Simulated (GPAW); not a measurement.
Runs of GPAW 26.7.0 on Pb. Symmetry: Fm-3m, No. 225, cubic system. Conventional cell: a = 4.950 Å, b = 4.950 Å, c = 4.950 Å, α = 90.00°, β = 90.00°, γ = 90.00°. Around Pb (site symmetry m-3m) lie 12 Pb at 3.50 Å. 

```tsv
level	potentials or basis	eigensolver	gap on the mesh (eV)	pressure (GPa)	relaxed volume (Å³/atom)
PBE	GPAW PAW data sets (gpaw-data 1.2.1), pw	-	none	0.1	31.62
LDA	the program's PAW data sets (release 1.2.1) made for this functional, pw	-	none	0.0	(a)
BLYP	PAW data sets generated in the run's folder for this functional, pw	davidson	none	0.0	(b)
SCAN	GPAW PAW data sets (gpaw-data 1.2.1), pw	-	none	0.0	30.51
AM05	PAW data sets generated in the run's folder for this functional, pw	-	none	0.0	29.95
revPBE	the program's PAW data sets (release 1.2.1) made for this functional, pw	-	none	0.0	32.56
TPSS	GPAW PAW data sets (gpaw-data 1.2.1), pw	davidson	none	0.0	(c)
PBEsol	PAW data sets generated in the run's folder for this functional, pw	-	none	0.0	29.77
```

Alike in all rows: task relaxation of cell and atoms; no spin polarisation; cell relaxed; k mesh 9 × 9 × 9; cutoff (eV) 600; smearing fermi-dirac 0.05 eV.

Question: Fill in the values left out.

Answer: (a) 28.86; (b) 34.36; (c) 30.61.

Caveats: later steps reuse the first step's grids; the PAW data sets were made with another functional, which shifts forces and pressure a little (some runs).

A k mesh can miss the band edges, and the runs leave out spin-orbit coupling on Pb.

A gap of «none» marks a metal or a gap under the smearing width.
